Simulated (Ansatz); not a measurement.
**K in Ansatz: the effect of target pressure**

Crystal: K.

```xyz
1
Lattice="-2.6976 2.6976 2.6976 2.6976 -2.6976 2.6976 2.6976 2.6976 -2.6976" Properties=species:S:1:pos:R:3 pbc="T T T"
K     0.0000    0.0000    0.0000
```

Alike in all runs:

```yaml
Program: Ansatz 0.2.0
Task: relaxation of cell and atoms
Functional: PBE
Potentials_or_basis: Ansatz PAW
Cutoff: "420 eV (not typed: the program's choice for these potentials)"
k_mesh: 7 × 7 × 7
Occupations: fermi-dirac, width 0.05 eV
Spin: no spin polarisation
```

Each run relaxes the cell or the atoms first.

```csv
target pressure,relaxed volume (Å³/atom)
0 GPa,73.25
2 GPa,54.01
5 GPa,?
10 GPa,35.61
20 GPa,27.76
30 GPa,22.76
```

Problem. What does the run with target pressure 5 GPa give?

Solution. Relaxed volume 43.59 Å³/atom.

Worked out: A parabola through the other rows of the relaxed volume, of slope -2.93 Å³/atom per GPa there, gives 50.75 Å³/atom, against the run's 43.59. The fit is too stiff a form for this range.

Caveats: the plane-wave basis is chosen anew once the cell has moved, so the energies of steps on either side of that aren't comparable; the volume moved by over 15 % at a fixed basis, so the end points are rough (some runs).
